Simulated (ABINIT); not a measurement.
Crystal: P.

```xyz
4
Lattice="1.6477 -5.4650 0.0000 1.6477 5.4650 0.0000 0.0000 0.0000 4.5436" Properties=species:S:1:pos:R:3 pbc="T T T"
P     1.6477   -4.4173    2.6754
P     1.6477    4.4173    1.8683
P     1.6477   -1.0477    0.4035
P     1.6477    1.0477    4.1401
```

Base run:

| Quantity | Value |
| --- | --- |
| Program | ABINIT 10.8.3 (patched build) |
| Functional | r2SCAN |
| Potentials or basis | JTH PAW PBE v2.0 |
| Cutoff | 653 eV |
| k mesh | 6 × 6 × 5 |
| Occupations | fermi-dirac, width 0.05 eV |
| Spin | no spin polarisation |

Its results: band gap on the k mesh 0.24 eV, direct; largest force 0.085 eV/Å.

Q: After a change of settings the same cell gave: band gap on the k mesh 0.86 eV, indirect (least direct gap 1.00 eV); largest force 0.271 eV/Å. Which change was it?
A. k mesh from 6 × 6 × 5 to 3 × 3 × 2
B. functional from r2SCAN to PBEsol; cutoff from 653 eV to 544 eV; fine-grid cutoff from 1251.72 eV to 1088.46 eV
C. k mesh from 6 × 6 × 5 to 8 × 8 × 6
D. potentials or basis from JTH PAW PBE v2.0 to Ansatz NC r2SCAN; cutoff from 653 eV to 680 eV

A: A.

Caveats: some runs use coarse meshes; the PAW data sets were made with another functional, which shifts forces and pressure a little; an odd mesh through Γ misses points on the zone boundary, where band edges often lie (some runs).

Not every run made on this cell is shown here.
